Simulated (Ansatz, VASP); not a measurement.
**One calculation of Si2Ni, two programs**

INCAR

```
SYSTEM = Si2Ni
ALGO = Normal
EDIFF = 1E-6
ENCUT = 520
ISIF = 2
ISMEAR = -1
ISPIN = 2
LASPH = .TRUE.
LCHARG = .FALSE.
LMAXMIX = 4
LORBIT = 11
LREAL = .FALSE.
LWAVE = .FALSE.
MAGMOM = 1 0 0
NBANDS = 20
NELM = 150
PREC = Accurate
SIGMA = 0.05
```

File KPOINTS:

```
k-points
0
G
  9 9 9
  0 0 0
```

POSCAR

```
Si2Ni
1.0
    0.0000000000      2.6848585138      2.6848585138
    2.6848585138      0.0000000000      2.6848585138
    2.6848585138      2.6848585138      0.0000000000
Ni Si
1 2
Direct
    0.0000000000      0.0000000000      0.0000000000
    0.7500000000      0.7500000000      0.7500000000
    0.2500000000      0.2500000000      0.2500000000
```

The input input.yaml:

```yaml
crystal:
  lattice:
    - [0.0, 2.6848585138, 2.6848585138]
    - [2.6848585138, 0.0, 2.6848585138]
    - [2.6848585138, 2.6848585138, 0.0]
  atoms:
    - { symbol: Ni, position: [0.0, 0.0, 0.0], spin: 1.0 }
    - { symbol: Si, position: [0.75, 0.75, 0.75] }
    - { symbol: Si, position: [0.25, 0.25, 0.25] }
kpoints:
  mp_grid: { grid: [9, 9, 9] }
scf:
  occupations: { method: fermi_dirac, width: 0.05 }
hamiltonian:
  xc: lda
  pseudopotentials: { kind: all_electron, lapw: { basis_error: 0.002 } }
magnetization:
  spin_polarized: true
output:
  forces: true
  stress: true
  eigenvalues: true
```

Change from the starting cell: volume scaled by 0.98.

Alike in both runs: task single point; functional LDA; k mesh 9 × 9 × 9; occupations fermi-dirac, width 0.05 eV; collinear spin.

```csv
,VASP,Ansatz
version,VASP 6.6.1,Ansatz 0.2.0
potentials or method,"VASP PAW LDA potentials, release 64 (Ni, Si)","all-electron LAPW, scalar-relativistic"
plane-wave cutoff (eV),520,see its input
```

|  | VASP | Ansatz | Ansatz less VASP |
| --- | --- | --- | --- |
| gap on the k mesh at the Fermi level (eV) | none | none | - |
| pressure (GPa) | -1.1 | -1.3 | -0.21 |
| net moment per atom (μB) | 0.00 | 0.00 | 0.000 |

A gap of «none» marks a metal or a gap that the smearing closes. Ansatz ran all-electron here, so the differences hold the error of VASP's frozen core and of both bases.

Caveats: the starting moments weren't kept (Ansatz).
